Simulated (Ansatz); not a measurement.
I need the levels without and with spin-orbit coupling of AgCl, space group P2_1/m. Use Ansatz 0.2.0, Python API. Level of theory (first run): LDA, PAW, cutoff 550 eV, 6×6×4 k-points, Fermi-Dirac smearing of 0.01 eV.

```
CELL_PARAMETERS angstrom
3.53000 0.00000 0.00000
0.00000 4.01100 0.00000
-0.97255 0.00000 5.15201
ATOMIC_POSITIONS crystal
Ag 0.15700 0.25000 0.21000
Ag 0.84300 0.75000 0.79000
Cl 0.30800 0.25000 0.70500
Cl 0.69200 0.75000 0.29500
```

The script, `soc.py`:
```python
"""Levels of AgCl without and with spin-orbit coupling."""

import logging
import sys
import warnings

import ansatz

logging.basicConfig(stream=sys.stdout, format="[%(levelname)s] %(message)s")
log = logging.getLogger("calc")
log.setLevel(logging.INFO)

SETTINGS = {
    "mesh": (6, 6, 4),
    "sigma": 0.01,
    "cutoff": 550,
}


def main() -> None:
    warnings.simplefilter("ignore", ansatz.DeckWarning)

    xtal = (
        ansatz.Lattice.from_parameters(3.53, 4.011, 5.243, alpha=90.0, beta=100.69, gamma=90.0)
        .atom("Ag", (0.157, 0.25, 0.21))
        .atom("Ag", (0.843, 0.75, 0.79))
        .atom("Cl", (0.308, 0.25, 0.705))
        .atom("Cl", (0.692, 0.75, 0.295))
    )

    setup = xtal.calculation()
    setup = setup.kpoints(*SETTINGS["mesh"], center="gamma")
    setup = setup.occupations(ansatz.OccupationsMethod.FERMI_DIRAC, width=SETTINGS["sigma"])
    setup = setup.basis(SETTINGS["cutoff"])
    setup = setup.functional(ansatz.Functional.LDA)
    setup = setup.band_table()
    for label, variant in (("scalar-relativistic", setup), ("spin-orbit", setup.spin(soc=True))):
        data = variant.run(threads=1, backend="cpu").report
        zero = data["band_edges_ev"][0] if data.get("band_edges_ev") else data["fermi_energy_ev"]
        near = [round(e - zero, 3) for e in data["eigenvalues_ev"][0] if abs(e - zero) < 4]
        print(label)
        print("  band edges (eV):", [round(e, 3) for e in data.get("band_edges_ev") or []] or "none reported")
        print("  levels at k =", data["kpoints_frac"][0], "within 4 eV of the zero:", near)


if __name__ == "__main__":
    main()
```

`python soc.py` gives:
```text
scalar-relativistic
  band edges (eV): [10.28, 10.793]
  levels at k = [0.0, 0.0, 0.0] within 4 eV of the zero: [-3.652, -3.436, -3.25, -3.2, -3.088, -3.03, -2.69, -2.639, -2.482, -2.289, -2.208, -1.804, -1.793, -1.669, 0.513, 2.877]
spin-orbit
  band edges (eV): [10.303, 10.795]
  levels at k = [0.0, 0.0, 0.0] within 4 eV of the zero: [-3.715, -3.715, -3.552, -3.552, -3.351, -3.351, -3.226, -3.226, -3.168, -3.168, -3.033, -3.033, -2.741, -2.741, -2.606, -2.606, -2.459, -2.459, -2.273, -2.273, -2.194, -2.194, -1.862, -1.862, -1.709, -1.709, -1.654, -1.654, 0.493, 0.493, 2.857, 2.857]
```

Caveats:
- The structure is a deposited one; some such entries were measured under pressure or heat, so a shift against it needn't be the functional's error alone.
- Gaps and levels are Kohn-Sham values on a finite set of k-points.
- With spin-orbit coupling each level holds one electron and, with inversion or at time-reversal points, comes in pairs; a window in energy can cut a split set.
- It ran for 27 s on 1 thread of Intel(R) Xeon(R) 6975P-C (Granite Rapids) (shared host), peak memory 0.91 GiB.
